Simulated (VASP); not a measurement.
Write the native input for VASP 6.6.1 that does the following.

- Task: band structure
- Functional: TPSSh
- Potentials or basis: VASP PAW PBE potentials, release 64 (Pt, Se)
- Cutoff: 520 eV
- k mesh: 4 × 4 × 3
- Occupations: fermi-dirac, width 0.05 eV
- Spin: no spin polarisation
- Grid for exact exchange (PRECFOCK): Fast
- Exchange at q = 0: default
- Further INCAR settings: ALGO = Normal; EDIFF = 1e-06

Crystal: PtSe2 (Sudovikovite).

```
Pt Se
1.0
     3.72400    0.00000    0.00000
    -1.86200    3.22508    0.00000
     0.00000    0.00000    5.06200
Pt Se
1 2
Direct
  0.00000 0.00000 0.00000
  0.66667 0.33333 0.75000
  0.33333 0.66667 0.25000
```

The input as run:

POSCAR

```
PtSe2
1.0
    3.7240000000      0.0000000000      0.0000000000
   -1.8620000000      3.2250786037      0.0000000000
    0.0000000000      0.0000000000      5.0620000000
Pt Se
1 2
Direct
    0.0000000000      0.0000000000      0.0000000000
    0.6666666667      0.3333333333      0.7500000000
    0.3333333333      0.6666666667      0.2500000000
```

INCAR.step1

```
ALGO     = Normal         # electronic algorithm
EDIFF    = 1E-5           # SCF threshold, eV
ENCUT    = 520            # plane-wave cutoff, eV
GGA      = PE             # functional
ISIF     = 2              # what is computed and relaxed
ISMEAR   = -1             # smearing method
LASPH    = True           # aspherical terms in the spheres
LCHARG   = False          # write CHGCAR
LMAXMIX  = 4              # l up to which the mixer works
LREAL    = False          # projectors in reciprocal space
LWAVE    = True           # write WAVECAR
NELM     = 80             # most SCF steps
PREC     = Accurate       # precision mode
SIGMA    = 0.05           # smearing width, eV
```

INCAR.step2

```
AEXX     = 0.1            # exact-exchange fraction
ALGO     = Normal         # electronic algorithm
EDIFF    = 1E-6           # SCF threshold, eV
ENCUT    = 520            # plane-wave cutoff, eV
ISIF     = 2              # what is computed and relaxed
ISMEAR   = -1             # smearing method
ISTART   = 1            
LASPH    = True           # aspherical terms in the spheres
LCHARG   = False          # write CHGCAR
LHFCALC  = True           # exact exchange
LMAXMIX  = 4              # l up to which the mixer works
LMIXTAU  = True         
LREAL    = False          # projectors in reciprocal space
LWAVE    = False          # write WAVECAR
METAGGA  = TPSS           # meta-GGA
NELM     = 80             # most SCF steps
PREC     = Accurate       # precision mode
PRECFOCK = Fast         
SIGMA    = 0.05           # smearing width, eV
```

KPOINTS

```
k-points
0
Gamma
  4 4 3
```

KPOINTS_OPT

```
path GMKGALHA,LM,KH
10
line-mode
reciprocal
 0.0000000000  0.0000000000  0.0000000000  G
 0.5000000000  0.0000000000  0.0000000000  M

 0.5000000000  0.0000000000  0.0000000000  M
 0.3333333333  0.3333333333  0.0000000000  K

 0.3333333333  0.3333333333  0.0000000000  K
 0.0000000000  0.0000000000  0.0000000000  G

 0.0000000000  0.0000000000  0.0000000000  G
 0.0000000000  0.0000000000  0.5000000000  A

 0.0000000000  0.0000000000  0.5000000000  A
 0.5000000000  0.0000000000  0.5000000000  L

 0.5000000000  0.0000000000  0.5000000000  L
 0.3333333333  0.3333333333  0.5000000000  H

 0.3333333333  0.3333333333  0.5000000000  H
 0.0000000000  0.0000000000  0.5000000000  A

 0.5000000000  0.0000000000  0.5000000000  L
 0.5000000000  0.0000000000  0.0000000000  M

 0.3333333333  0.3333333333  0.0000000000  K
 0.3333333333  0.3333333333  0.5000000000  H
```

Potentials or basis: VASP PAW PBE potentials, release 64 (Pt, Se).

Command:

```console
$ cat potpaw_PBE.64/Pt/POTCAR potpaw_PBE.64/Se/POTCAR > POTCAR
$ cp INCAR.step1 INCAR
$ mpirun -np 1 vasp_std > vasp.out
$ cp INCAR.step2 INCAR
$ mpirun -np 1 vasp_std > vasp.out
```

Results of the run:

| Quantity | Value |
| --- | --- |
| Pressure | 4.1 GPa |
| Largest force | 0.350 eV/Å |

Caveat: the k mesh is coarse (spacing up to 0.49 Å⁻¹), so the values aren't converged, least of all with exact exchange; an unscreened hybrid on a path of extra k points without a Coulomb cutoff has errors near the mesh points, so the bands along the path aren't reliable; the PAW data sets were made with another functional, which shifts forces and pressure a little.

Wall time 15 min on 1 thread of Intel(R) Xeon(R) 6975P-C (Granite Rapids), on a shared host, peak memory 0.21 GiB.
